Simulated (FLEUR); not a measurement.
# Te2Mo (P6_3/mmc) in FLEUR: a series of runs

The runs below take Te2Mo through band structure, equation of state, with PBEsol, r2SCAN.

Program: FLEUR MaX-R8.1 (later development tree). These are calculated values, not measurements. Logs are shortened: lines on timing, memory, paths and dates and some standing lists are left out, and cuts for length are marked.

**What was measured.**

From “Broadband infrared study of pressure-tunable Fano resonance and metallization transition in 2H-MoTe2”, 2022, pmc:9569381, for a bulk crystal of Te2Mo at 300 K: band gap 0.88 ± 0.05 eV (indirect).

How close the calculation comes is told below.

## 1. The structure

The structure is hexagonal, space group P6_3/mmc (No. 194). The conventional cell has a = 3.518 Å, b = 3.518 Å, c = 13.974 Å, α = 90.00°, β = 90.00°, γ = 120.00°. Around Te (site symmetry 3m) lie 3 Mo at 2.72 Å. Around Mo (site symmetry -6m2) lie 6 Te at 2.72 Å.

## 2. Band structure, PBEsol

Input file inp.xml:

```xml
<?xml version="1.0" encoding="UTF-8" standalone="no"?>
<fleurInput fleurInputVersion="0.39">
   <comment>
      Te2Mo                                                                                               
   </comment>
   <calculationSetup>
      <cutoffs Kmax="4.36" Gmax="13.5" GmaxXC="13.5" numbands="0"/>
      <scfLoop itmax="60" minDistance="0.00001" maxIterBroyd="15" imix="Anderson" alpha="0.05" precondParam="0.0" spinf="2.0" sdNocoIR="T"/>
      <coreElectrons ctail="T" frcor="F" kcrel="0" coretail_lmax="0"/>
      <xcFunctional name="PBEs" relativisticCorrections="F"/>
      <magnetism jspins="1"/>
      <soc l_soc="F" theta="0.0" phi="0.0" spav="F"/>
      <expertModes spex="0" secvar="F"/>
      <geometryOptimization l_f="F" forcealpha="1.0" forcemix="BFGS" epsdisp="0.00001" epsforce="0.00001"/>
      <ldaU l_linMix="F" mixParam="0.05" spinf="1.0"/>
   </calculationSetup>
   <cell>
      <bzIntegration valenceElectrons="116.0" mode="hist" fermiSmearingEnergy="0.00183747">
         <kPointListSelection listName="default-1"/>
         <!-- k-points included here -->
         <xi:include xmlns:xi="http://www.w3.org/2001/XInclude" href="kpts.xml"> </xi:include>
      </bzIntegration>
      <!-- symmetry operations included here -->
      <xi:include xmlns:xi="http://www.w3.org/2001/XInclude" href="sym.xml"> </xi:include>
      <bulkLattice scale="1.0">
[... 40 lines left out ...]
         <lo type="SCLO" l="3" n="4" eDeriv="2"/>
      </species>
   </atomSpecies>
   <atomGroups>
      <atomGroup species="Tellurium (Te)">
         <relPos label="                   1">-1.000/3.000 1.000/3.000 .3790000000</relPos>
         <relPos label="                   2">1.000/3.000 -1.000/3.000 -.1210000000</relPos>
         <relPos label="                   3">-1.000/3.000 1.000/3.000 .1210000000</relPos>
         <relPos label="                   4">1.000/3.000 -1.000/3.000 -.3790000000</relPos>
         <force calculate="T" relaxXYZ="TTT"/>
      </atomGroup>
      <atomGroup species="Molybdenum (Mo)">
         <relPos label="                   5">-1.000/3.000 1.000/3.000 -1.000/4.000</relPos>
         <relPos label="                   6">1.000/3.000 -1.000/3.000 1.000/4.000</relPos>
         <force calculate="T" relaxXYZ="TTT"/>
      </atomGroup>
   </atomGroups>
   <output dos="F" band="F" slice="F">
      <checks vchk="F" cdinf="F"/>
      <bandDOS minEnergy="-.5*Htr" maxEnergy="0.5*Htr" sigma="0.015" storeEVData="T"/>
      <vacuumDOS vacdos="F" integ="F" star="F" nstars="0" locx1="0.0" locy1="0.0" locx2="0.0" locy2="0.0" nstm="0" tworkf="0.0"/>
      <unfoldingBand unfoldBand="F" supercellX="1" supercellY="1" supercellZ="1"/>
      <plotting iplot="0" polar="F">
         <plot TwoD="T" vec1="  1.0  0.0  0.0" vec2="  0.0  1.0  0.0" vec3="  0.0  0.0  1.0" zero="  0.0  0.0  0.0" file="plot"/>
      </plotting>
      <chargeDensitySlicing numkpt="0" minEigenval="0.0" maxEigenval="0.0" nnne="0" pallst="F"/>
      <specialOutput eonly="F"/>
      <moessbauerParams electricFieldGradient="T" isomerShift="T" coreHyperfine="T" valenceHyperfine="T"/>
      <magneticCircularDichroism mcd="F" energyLo="-10.0" energyUp="0.0"/>
   </output>
  <!-- We include the file relax.xml here to enable relaxations (see documentation) -->
  <xi:include xmlns:xi="http://www.w3.org/2001/XInclude" href="relax.xml"> <xi:fallback/> </xi:include>
</fleurInput>
```

Input file crystal.txt:

```
Te2Mo
&input cartesian=F /
3.5182000000  0.0000000000  0.0000000000
-1.7591000000  3.0468505756  0.0000000000
0.0000000000  0.0000000000  13.9736000000
1.8897261246
1.0 1.0 1.0

6
52 0.6666666666  0.3333333332  0.3790000000
52 0.3333333332  0.6666666666  0.8790000000
52 0.6666666666  0.3333333332  0.1210000000
52 0.3333333332  0.6666666666  0.6210000000
42 0.6666666666  0.3333333332  0.7500000000
42 0.3333333332  0.6666666666  0.2500000000

&kpt div1=9 div2=9 div3=2 gamma=T /
```

Input file inp.xml (bands):

```
<?xml version="1.0" encoding="UTF-8" standalone="no"?>
<fleurInput fleurInputVersion="0.39">
   <comment>
      Te2Mo                                                                                               
   </comment>
   <calculationSetup>
      <cutoffs Kmax="4.36" Gmax="13.5" GmaxXC="13.5" numbands="0"/>
      <scfLoop itmax="60" minDistance="0.00001" maxIterBroyd="15" imix="Anderson" alpha="0.05" precondParam="0.0" spinf="2.0" sdNocoIR="T"/>
      <coreElectrons ctail="T" frcor="F" kcrel="0" coretail_lmax="0"/>
      <xcFunctional name="PBEs" relativisticCorrections="F"/>
      <magnetism jspins="1"/>
      <soc l_soc="F" theta="0.0" phi="0.0" spav="F"/>
      <expertModes spex="0" secvar="F"/>
      <geometryOptimization l_f="F" forcealpha="1.0" forcemix="BFGS" epsdisp="0.00001" epsforce="0.00001"/>
      <ldaU l_linMix="F" mixParam="0.05" spinf="1.0"/>
   </calculationSetup>
   <cell>
      <bzIntegration valenceElectrons="116.0" mode="hist" fermiSmearingEnergy="0.00183747">
         <kPointListSelection listName="path-1"/>
         <!-- k-points included here -->
         <xi:include xmlns:xi="http://www.w3.org/2001/XInclude" href="kpts.xml"> </xi:include>
      </bzIntegration>
      <!-- symmetry operations included here -->
[... 42 lines left out ...]
         <lo type="SCLO" l="3" n="4" eDeriv="2"/>
      </species>
   </atomSpecies>
   <atomGroups>
      <atomGroup species="Tellurium (Te)">
         <relPos label="                   1">-1.000/3.000 1.000/3.000 .3790000000</relPos>
         <relPos label="                   2">1.000/3.000 -1.000/3.000 -.1210000000</relPos>
         <relPos label="                   3">-1.000/3.000 1.000/3.000 .1210000000</relPos>
         <relPos label="                   4">1.000/3.000 -1.000/3.000 -.3790000000</relPos>
         <force calculate="T" relaxXYZ="TTT"/>
      </atomGroup>
      <atomGroup species="Molybdenum (Mo)">
         <relPos label="                   5">-1.000/3.000 1.000/3.000 -1.000/4.000</relPos>
         <relPos label="                   6">1.000/3.000 -1.000/3.000 1.000/4.000</relPos>
         <force calculate="T" relaxXYZ="TTT"/>
      </atomGroup>
   </atomGroups>
   <output dos="F" band="T" slice="F">
      <checks vchk="F" cdinf="F"/>
      <bandDOS minEnergy="-.5*Htr" maxEnergy="0.5*Htr" sigma="0.015" storeEVData="T"/>
      <vacuumDOS vacdos="F" integ="F" star="F" nstars="0" locx1="0.0" locy1="0.0" locx2="0.0" locy2="0.0" nstm="0" tworkf="0.0"/>
      <unfoldingBand unfoldBand="F" supercellX="1" supercellY="1" supercellZ="1"/>
      <plotting iplot="0" polar="F">
         <plot TwoD="T" vec1="  1.0  0.0  0.0" vec2="  0.0  1.0  0.0" vec3="  0.0  0.0  1.0" zero="  0.0  0.0  0.0" file="plot"/>
      </plotting>
      <chargeDensitySlicing numkpt="0" minEigenval="0.0" maxEigenval="0.0" nnne="0" pallst="F"/>
      <specialOutput eonly="F"/>
      <moessbauerParams electricFieldGradient="T" isomerShift="T" coreHyperfine="T" valenceHyperfine="T"/>
      <magneticCircularDichroism mcd="F" energyLo="-10.0" energyUp="0.0"/>
   </output>
  <!-- We include the file relax.xml here to enable relaxations (see documentation) -->
  <xi:include xmlns:xi="http://www.w3.org/2001/XInclude" href="relax.xml"> <xi:fallback/> </xi:include>
</fleurInput>
```

Potentials or basis: all-electron, FLAPW.

Launch:

```bash
$ inpgen -f crystal.txt -profile fastHighL
$ # inp.xml edited to the form shown
$ mpirun -n 4 fleur_MPI -pe_per_kpt 1
$ mpirun -n 4 fleur_MPI -pe_per_kpt 1   # second run, on inp.xml (bands)
```

Output:

```text
Welcome to FLEUR        (www.flapw.de)
      MaX-Release 8.1          (www.max-centre.eu)

 ========== k-point set info ==========
 Selected k-point list: default-1
 k-point list type: mesh
 9 x 9 x 2
 Number of k points: 24

 ------------Calculation Setup---------------------------
 Number of MPI-tasks      :            4
 Number of PE/node        :            4
 Number of OMP-threads    :            1
 Using exactly            1  PE per kpt
 k-points in parallel     :            4
 Using exactly            1  PE per kpt
 pe's per k-point         :            1
 No of k-point loops      :            6
 Using exactly            1  PE per kpt
 Using exactly            1  PE per kpt
 Eigenvalue solver        :       lapack
 Number of basis functions:         1688
 Approximate size of matrices (H+S) per k-point:         0.042 GB
 --------------------------------------------------------
 Iteration:     1   Distance:       9.19459902 me/bohr^3
 Iteration:     2   Distance:       8.21116381 me/bohr^3
 Iteration:     3   Distance:       4.06451998 me/bohr^3
 Iteration:     4   Distance:       3.34022170 me/bohr^3
 Iteration:     5   Distance:       2.82155254 me/bohr^3
 Iteration:     6   Distance:       1.53818318 me/bohr^3
 Iteration:     7   Distance:       1.01692805 me/bohr^3
 Iteration:     8   Distance:       0.21089363 me/bohr^3
 Iteration:     9   Distance:       0.17788800 me/bohr^3
 Iteration:    10   Distance:       0.04536083 me/bohr^3
 Iteration:    11   Distance:       0.00599612 me/bohr^3
 Iteration:    12   Distance:       0.00373843 me/bohr^3
 Iteration:    13   Distance:       0.00065353 me/bohr^3
 Iteration:    14   Distance:       0.00043265 me/bohr^3
 Iteration:    15   Distance:       0.00010778 me/bohr^3
 Iteration:    16   Distance:       0.00008235 me/bohr^3
 Iteration:    17   Distance:       0.00004286 me/bohr^3
 Iteration:    18   Distance:       0.00002339 me/bohr^3
 Iteration:    19   Distance:       0.00000689 me/bohr^3

 ********************************************************************
 Run finished successfully
 Stop message:
   all done
 ********************************************************************
```

Run time: 2 min. Hardware: 4 MPI ranks of Intel Xeon 6975P-C (Granite Rapids), shared host.

Results:

```
Free energy                                           : -959766.3734 eV
Band gap on the k mesh                                : 0.76 eV, indirect (least direct gap 1.04 eV)
Band gap along the path                               : 0.71 eV, indirect (least direct gap 1.04 eV)
Valence electrons inside the program's atomic spheres : Te 18.89; Mo 12.21 (radii Te 2.25, Mo 2.5 bohr)
```

Levels at the corners of the path, in eV from the valence-band top:
```
point  band 55  band 56  band 57  band 58  band 59  band 60  band 61  band 62
    Γ    -1.02    -1.02    -0.32     0.00     2.90     2.90     3.04     3.04
    M    -1.03    -0.97    -0.60    -0.31     1.26     1.32     1.44     1.79
    K    -1.83    -1.83    -0.32    -0.08     0.96     0.96     1.13     2.17
    Γ    -1.02    -1.02    -0.32     0.00     2.90     2.90     3.04     3.04
    A    -1.03    -1.03    -0.08    -0.08     2.94     2.94     2.94     2.94
    L    -0.98    -0.98    -0.46    -0.46     1.29     1.29     1.63     1.63
    H    -1.99    -1.99    -0.22    -0.22     0.97     0.97     1.61     1.61
    A    -1.03    -1.03    -0.08    -0.08     2.94     2.94     2.94     2.94
    L    -0.98    -0.98    -0.46    -0.46     1.29     1.29     1.63     1.63
    M    -1.03    -0.97    -0.60    -0.31     1.26     1.32     1.44     1.79
    K    -1.83    -1.83    -0.32    -0.08     0.96     0.96     1.13     2.17
    H    -1.99    -1.99    -0.22    -0.22     0.97     0.97     1.61     1.61
```

Core levels (eV from the Fermi level):
```
atom                                                                                                                                           levels
1 Te  1s1/2 -31587.0, 2s1/2 -4838.9, 2p1/2 -4534.0, 2p3/2 -4259.7, 3s1/2 -959.1, 3p1/2 -833.7, 3p3/2 -782.6, 4s1/2 -159.4, 3d3/2 -561.3, 3d5/2 -550.6
2 Te  1s1/2 -31587.0, 2s1/2 -4838.9, 2p1/2 -4534.0, 2p3/2 -4259.7, 3s1/2 -959.1, 3p1/2 -833.7, 3p3/2 -782.6, 4s1/2 -159.4, 3d3/2 -561.3, 3d5/2 -550.6
3 Te  1s1/2 -31587.0, 2s1/2 -4838.9, 2p1/2 -4534.0, 2p3/2 -4259.7, 3s1/2 -959.1, 3p1/2 -833.7, 3p3/2 -782.6, 4s1/2 -159.4, 3d3/2 -561.3, 3d5/2 -550.6
4 Te  1s1/2 -31587.0, 2s1/2 -4838.9, 2p1/2 -4534.0, 2p3/2 -4259.7, 3s1/2 -959.1, 3p1/2 -833.7, 3p3/2 -782.6, 4s1/2 -159.4, 3d3/2 -561.3, 3d5/2 -550.6
5 Mo                1s1/2 -19797.8, 2s1/2 -2793.3, 2p1/2 -2569.9, 2p3/2 -2463.4, 3s1/2 -472.7, 3p1/2 -387.7, 3p3/2 -370.2, 3d3/2 -219.9, 3d5/2 -216.5
6 Mo                1s1/2 -19797.8, 2s1/2 -2793.3, 2p1/2 -2569.9, 2p3/2 -2463.4, 3s1/2 -472.7, 3p1/2 -387.7, 3p3/2 -370.2, 3d3/2 -219.9, 3d5/2 -216.5
```

Caveat: spin-orbit coupling is left out, which moves the levels of the heavy elements; this functional lacks dispersion, which binds the layers, so the pressure and a relaxed spacing across them are unreliable.

## 3. Equation of state, PBEsol, 23.47 Å³/atom (volume scaled by 0.94)

Changes to inp.xml since step 2:

```diff
@@ -6,3 +6,3 @@
    <calculationSetup>
-      <cutoffs Kmax="4.36" Gmax="13.5" GmaxXC="13.5" numbands="0"/>
+      <cutoffs Kmax="4.5" Gmax="13.9" GmaxXC="13.9" numbands="0"/>
       <scfLoop itmax="60" minDistance="0.00001" maxIterBroyd="15" imix="Anderson" alpha="0.05" precondParam="0.0" spinf="2.0" sdNocoIR="T"/>
@@ -13,3 +13,3 @@
       <expertModes spex="0" secvar="F"/>
-      <geometryOptimization l_f="F" forcealpha="1.0" forcemix="BFGS" epsdisp="0.00001" epsforce="0.00001"/>
+      <geometryOptimization l_f="F" forcealpha="1.0" forcemix="BFGS" epsdisp="0.0005" epsforce="0.0002"/>
       <ldaU l_linMix="F" mixParam="0.05" spinf="1.0"/>
@@ -24,3 +24,3 @@
       <xi:include xmlns:xi="http://www.w3.org/2001/XInclude" href="sym.xml"> </xi:include>
-      <bulkLattice scale="1.0">
+      <bulkLattice scale="0.9795861087">
          <bravaisMatrix>
@@ -34,3 +34,3 @@
       <species name="Tellurium (Te)" element="Te" atomicNumber="52">
-         <mtSphere radius="2.25" gridPoints="745" logIncrement="0.017"/>
+         <mtSphere radius="2.18" gridPoints="745" logIncrement="0.017"/>
          <atomicCutoffs lmax="9" lnonsphr="9"/>
@@ -51,3 +51,3 @@
       <species name="Molybdenum (Mo)" element="Mo" atomicNumber="42">
-         <mtSphere radius="2.5" gridPoints="827" logIncrement="0.015"/>
+         <mtSphere radius="2.43" gridPoints="827" logIncrement="0.015"/>
          <atomicCutoffs lmax="10" lnonsphr="10"/>
```

Potentials or basis: all-electron, FLAPW.

Launch:

```bash
$ inpgen -f crystal.txt -profile fastHighL
$ # inp.xml edited to the form shown
$ mpirun -n 4 fleur_MPI -pe_per_kpt 1
```

It took 83 s on 4 MPI ranks of AMD EPYC 9R45 (Zen 5), shared host.

It converged, with:

```
Free energy                                           : -959766.2422 eV
Band gap on the k mesh                                : 0.72 eV, indirect (least direct gap 1.13 eV)
Valence electrons inside the program's atomic spheres : Te 18.67; Mo 12.10 (radii Te 2.18, Mo 2.43 bohr)
```

Caveat: spin-orbit coupling is left out, which moves the levels of the heavy elements; an odd mesh through Γ misses points on the zone boundary, where band edges often lie; this functional lacks dispersion, which binds the layers, so the pressure and a relaxed spacing across them are unreliable.

## 4. Equation of state, PBEsol, 23.97 Å³/atom (volume scaled by 0.96)

Changes to inp.xml since step 3:

```diff
@@ -24,3 +24,3 @@
       <xi:include xmlns:xi="http://www.w3.org/2001/XInclude" href="sym.xml"> </xi:include>
-      <bulkLattice scale="0.9795861087">
+      <bulkLattice scale="0.9864848297">
          <bravaisMatrix>
```

Launch:

```bash
$ inpgen -f crystal.txt -profile fastHighL
$ # inp.xml edited to the form shown
$ mpirun -n 4 fleur_MPI -pe_per_kpt 1
```

Wall time 94 s (4 MPI ranks of AMD EPYC 9R45 (Zen 5), shared host).

The run converged. Its results:

| Item | Value |
| --- | --- |
| Free energy | -959766.3296 eV |
| Band gap on the k mesh | 0.73 eV, indirect (least direct gap 1.10 eV) |
| Valence electrons inside the program's atomic spheres | Te 18.66; Mo 12.06 (radii Te 2.18, Mo 2.43 bohr) |

Caveat: spin-orbit coupling is left out, which moves the levels of the heavy elements; an odd mesh through Γ misses points on the zone boundary, where band edges often lie; this functional lacks dispersion, which binds the layers, so the pressure and a relaxed spacing across them are unreliable.

## 5. Equation of state, PBEsol, 24.47 Å³/atom (volume scaled by 0.98)

Changes to inp.xml since step 4:

```diff
@@ -24,3 +24,3 @@
       <xi:include xmlns:xi="http://www.w3.org/2001/XInclude" href="sym.xml"> </xi:include>
-      <bulkLattice scale="0.9864848297">
+      <bulkLattice scale="0.9932883884">
          <bravaisMatrix>
```

Launch:

```bash
$ inpgen -f crystal.txt -profile fastHighL
$ # inp.xml edited to the form shown
$ mpirun -n 4 fleur_MPI -pe_per_kpt 1
```

Run time: 96 s. Hardware: 4 MPI ranks of AMD EPYC 9R45 (Zen 5), shared host.

It converged, with:

```yaml
Free_energy: -959766.3703 eV
Band_gap_on_the_k_mesh: 0.75 eV, indirect (least direct gap 1.07 eV)
Valence_electrons_inside_the_program's_atomic_spheres: Te 18.65; Mo 12.02 (radii Te 2.18, Mo 2.43 bohr)
```

Caveat: spin-orbit coupling is left out, which moves the levels of the heavy elements; an odd mesh through Γ misses points on the zone boundary, where band edges often lie; this functional lacks dispersion, which binds the layers, so the pressure and a relaxed spacing across them are unreliable.

## 6. Equation of state, PBEsol, 24.96 Å³/atom

Changes to inp.xml since step 5:

```diff
@@ -24,3 +24,3 @@
       <xi:include xmlns:xi="http://www.w3.org/2001/XInclude" href="sym.xml"> </xi:include>
-      <bulkLattice scale="0.9932883884">
+      <bulkLattice scale="1.0000000000">
          <bravaisMatrix>
```

Potentials or basis: all-electron, FLAPW.

Launch:

```bash
$ inpgen -f crystal.txt -profile fastHighL
$ # inp.xml edited to the form shown
$ mpirun -n 4 fleur_MPI -pe_per_kpt 1
```

Wall time 1.7 min (4 MPI ranks of AMD EPYC 9R45 (Zen 5), shared host).

It converged, with:

* Free energy: -959766.3688 eV
* Band gap on the k mesh: 0.76 eV, indirect (least direct gap 1.04 eV)
* Valence electrons inside the program's atomic spheres: Te 18.64; Mo 11.98 (radii Te 2.18, Mo 2.43 bohr)

Caveat: spin-orbit coupling is left out, which moves the levels of the heavy elements; an odd mesh through Γ misses points on the zone boundary, where band edges often lie; this functional lacks dispersion, which binds the layers, so the pressure and a relaxed spacing across them are unreliable.

## 7. Equation of state, PBEsol, 25.46 Å³/atom (volume scaled by 1.02)

Changes to inp.xml since step 6:

```diff
@@ -24,3 +24,3 @@
       <xi:include xmlns:xi="http://www.w3.org/2001/XInclude" href="sym.xml"> </xi:include>
-      <bulkLattice scale="1.0000000000">
+      <bulkLattice scale="1.0066227096">
          <bravaisMatrix>
```

Launch:

```bash
$ inpgen -f crystal.txt -profile fastHighL
$ # inp.xml edited to the form shown
$ mpirun -n 4 fleur_MPI -pe_per_kpt 1
```

Wall time 1.8 min (4 MPI ranks of AMD EPYC 9R45 (Zen 5), shared host).

Results (log left out):

| Property | Result |
| --- | --- |
| Free energy | -959766.3303 eV |
| Band gap on the k mesh | 0.77 eV, indirect (least direct gap 1.01 eV) |
| Valence electrons inside the program's atomic spheres | Te 18.63; Mo 11.95 (radii Te 2.18, Mo 2.43 bohr) |

Caveat: spin-orbit coupling is left out, which moves the levels of the heavy elements; an odd mesh through Γ misses points on the zone boundary, where band edges often lie; this functional lacks dispersion, which binds the layers, so the pressure and a relaxed spacing across them are unreliable.

## 8. Equation of state, PBEsol, 25.96 Å³/atom (volume scaled by 1.04)

Changes to inp.xml since step 7:

```diff
@@ -24,3 +24,3 @@
       <xi:include xmlns:xi="http://www.w3.org/2001/XInclude" href="sym.xml"> </xi:include>
-      <bulkLattice scale="1.0066227096">
+      <bulkLattice scale="1.0131594038">
          <bravaisMatrix>
```

Launch:

```bash
$ inpgen -f crystal.txt -profile fastHighL
$ # inp.xml edited to the form shown
$ mpirun -n 4 fleur_MPI -pe_per_kpt 1
```

Wall time 1.8 min (4 MPI ranks of AMD EPYC 9R45 (Zen 5), shared host).

The run converged. Its results:

```
Free energy                                           : -959766.2584 eV
Band gap on the k mesh                                : 0.78 eV, indirect (least direct gap 0.98 eV)
Valence electrons inside the program's atomic spheres : Te 18.62; Mo 11.92 (radii Te 2.18, Mo 2.43 bohr)
```

Caveat: spin-orbit coupling is left out, which moves the levels of the heavy elements; an odd mesh through Γ misses points on the zone boundary, where band edges often lie; this functional lacks dispersion, which binds the layers, so the pressure and a relaxed spacing across them are unreliable.

[end of part 1 of 2]
